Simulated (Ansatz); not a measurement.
## PbSe: gradients before and after relaxing the atoms

Start: a computed structure from the Materials Project (it need not be an observed phase), taken as it stands.

Space group Pnma (No. 62); a = 13.2198, b = 4.4565, c = 4.4152 Å.

```
site  Wyckoff  site symmetry       x       y       z
  Pb       4c            .m.  0.8596  0.7500  0.9103
  Se       4c            .m.  0.6423  0.7500  0.9518
```

One atom of each set is listed.

Method: Kohn–Sham DFT in Ansatz, PBE, plane waves and PAW, scalar-relativistic, 420 eV cutoff, Γ-centred 3×8×8 k-points, Fermi–Dirac smearing 0.01 eV.

The largest force at the start is 0.084 eV/Å. Relaxing the ions at fixed cell moves them by 0.895 Å at most (atom 6, Se) and 0.815 Å rms. End positions:

Pb (0.8597, 0.7500, 0.7456)
Se (0.6366, 0.7500, 0.7498)

| site | moved (Å) | first shell before | first shell after | V_zz before (10²¹ V/m²) | η before |
| --- | --- | --- | --- | --- | --- |
| Pb | 0.727 | 5 Se at 2.88–3.27 Å | 6 Se at 2.95–3.66 Å | -9.83 | 0.23 |
| Se | 0.895 | 5 Pb at 2.88–3.27 Å | 6 Pb at 2.95–3.66 Å | -1.56 | 0.06 |

(1) What are V_zz and η after the relaxation?

Results:

(1) 

```tsv
site	V_zz after	η after	change of V_zz
Pb	-2.39	0.15	+7.44
Se	-0.57	0.43	+0.99
```

The largest change of V_zz is on Pb, from -9.83 to -2.39. In per cent, |V_zz| changes by -76 on Pb, -63 on Se (all sites that start above 0.5). Where |V_zz| stays above 0.1, η moves most on Se, from 0.06 to 0.43.

Before: Spin–orbit coupling is left out, which shifts gradients on Pb by a few per cent, and by more where contributions nearly cancel.
After: Spin–orbit coupling is left out, which shifts gradients on Pb by a few per cent in wide-gap crystals, and can shift them far more where the calculated gap is small or absent, as here. With a gap of 1.0 eV on this mesh, small gradients can still move by 0.1 × 10²¹ V/m² or more as the k-mesh gets denser.
